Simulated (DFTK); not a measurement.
Rh:

```
Rh
1.0
     0.00000    1.89785    1.89785
     1.89785    0.00000    1.89785
     1.89785    1.89785    0.00000
Rh
1
Direct
  0.00000 0.00000 0.00000
```

Program: DFTK 0.8.2. Alike in all runs: no spin polarisation; cell as given; smearing fermi-dirac 0.05 eV.

**Question.** Order these runs on this cell by their pressure, lowest first.
A. level LDA+U; potentials or basis dojo.nc.sr.lda.v0_4_1.standard.upf (LDA); U Rh d U = 0 eV; k mesh 6 × 6 × 6; cutoff (eV) 1197; start of the occupations half filled (the program's default); symmetries used no; mesh quality coarse
B. level LDA; potentials or basis SG15 1.2 (PBE); k mesh 12 × 12 × 12; cutoff (eV) 1225; mesh quality not flagged
C. level r2SCAN; potentials or basis SG15 1.2 (PBE); k mesh 12 × 12 × 12; cutoff (eV) 1225; mesh quality not flagged
D. level PBEsol; potentials or basis dojo.nc.sr.pbesol.v0_4_1.standard.upf (PBEsol); k mesh 12 × 12 × 12; cutoff (eV) 1197; mesh quality not flagged

**Answer.** B (-11.3 GPa), A (-7.9 GPa), D (-3.4 GPa), C (-1.1 GPa).

Caveats: some runs use coarse meshes; the potentials were made for another functional, which shifts forces and pressure (some runs); the Hubbard orbitals reach further out than in other programs, which can move energies by up to some tens of meV an atom (some runs); U without spin polarisation on a metal has little footing (some runs); the U is typed as a test and isn't derived for this compound (some runs).

Runs at the PBE level aren't shown here.
